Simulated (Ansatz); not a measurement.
## Every step of a relaxation of rocksalt BaO (110), 2 layers

DFT, PBEsol, PAW with Ansatz's default frozen-core files, scalar-relativistic (Ansatz 0.2.0); a Γ-centred 8×6×1 k mesh, Fermi–Dirac smearing of 0.02 eV, no spin polarisation. The run relaxes the atoms in the fixed cell.

Command: `ansatz run input.yaml --threads 2 --pin off --max-ram 4096MiB --backend cpu --events-out ev --progress --plain --runs-dir out` It took 33 s on 2 threads of Intel(R) Xeon(R) 6975P-C (Granite Rapids), on a shared host, peak memory 0.62 GiB.

```yaml
crystal:
  lattice:
    - [3.8822780781, 0.0, 0.0]
    - [0.0, 5.490370311, 0.0]
    - [0.0, 0.0, 17.9411]
  atoms:
    - { symbol: Ba, position: [0.75, 0.0, 0.4459024519] }
    - { symbol: O, position: [0.75, 0.5, 0.4459024519] }
    - { symbol: Ba, position: [0.25, 0.5, 0.5540975481] }
    - { symbol: O, position: [0.25, 0.0, 0.5540975481] }
kpoints:
  mp_grid: { grid: [8, 6, 1] }
scf:
  occupations: { method: fermi_dirac, width: 0.02 }
hamiltonian:
  xc: pbesol
  pseudopotentials: { kind: paw }
output:
  forces: true
  stress: true
  eigenvalues: true
relax:
  f_tol: 0.01
  max_steps: 40
efield:
  axis: 3
  amplitude: 0
  dipole_correction: true
```

Each step lists its free energy a cell above the last geometry, and Cartesian positions (Å) with forces (eV/Å).

The first step:

```
step 1  dF = 1177.94 meV
  Ba 2.9117 0.0000 8.0000   0.0000 0.0000 1.1827
  O 2.9117 2.7452 8.0000   0.0000 0.0000 1.8825
  Ba 0.9706 2.7452 9.9411   0.0000 0.0000 -1.1826
  O 0.9706 0.0000 9.9411   0.0000 0.0000 -1.8819
```

Spin–orbit coupling is left out, which matters for the heavy atoms. The PAW files were made under PBE.

Problem. Where does the relaxation end, and by which steps?

Solution. After 6 geometries, with a shortest distance of 2.389 Å. The further steps:
```
step 2  dF = 342.06 meV
  Ba 2.9117 0.0000 8.1168   0.0000 0.0000 0.4348
  O 2.9117 2.7452 8.1981   0.0000 0.0000 1.1952
  Ba 0.9706 2.7452 9.8243   0.0000 0.0000 -0.4351
  O 0.9706 0.0000 9.7431   0.0000 0.0000 -1.1971
step 3  dF = 40.87 meV
  Ba 2.9117 0.0000 8.0936   0.0000 0.0000 0.0250
  O 2.9117 2.7452 8.3924   0.0000 0.0000 0.3842
  Ba 0.9706 2.7452 9.8476   0.0000 0.0000 -0.0258
  O 0.9706 0.0000 9.5486   0.0000 0.0000 -0.3807
step 4  dF = 16.05 meV
  Ba 2.9117 0.0000 7.9960   0.0000 0.0000 0.3676
  O 2.9117 2.7452 8.5266   0.0000 0.0000 0.0804
  Ba 0.9706 2.7452 9.9449   0.0000 0.0000 -0.3641
  O 0.9706 0.0000 9.4147   0.0000 0.0000 -0.0825
step 5  dF = 0.33 meV
  Ba 2.9117 0.0000 8.0509   0.0000 0.0000 -0.0554
  O 2.9117 2.7452 8.5040   0.0000 0.0000 -0.0310
  Ba 0.9706 2.7452 9.8903   0.0000 0.0000 0.0553
  O 0.9706 0.0000 9.4371   0.0000 0.0000 0.0324
step 6  dF = 0.00 meV
  Ba 2.9117 0.0000 8.0459   0.0000 0.0000 -0.0019
  O 2.9117 2.7452 8.5025   0.0000 0.0000 -0.0018
  Ba 0.9706 2.7452 9.8952   0.0000 0.0000 0.0023
  O 0.9706 0.0000 9.4387   0.0000 0.0000 0.0014
step 7  dF = 0.00 meV  (same geometry, solved once more)
  Ba 2.9117 0.0000 8.0459   0.0000 0.0000 -0.0019
  O 2.9117 2.7452 8.5025   0.0000 0.0000 -0.0018
  Ba 0.9706 2.7452 9.8952   0.0000 0.0000 0.0023
  O 0.9706 0.0000 9.4387   0.0000 0.0000 0.0014
```
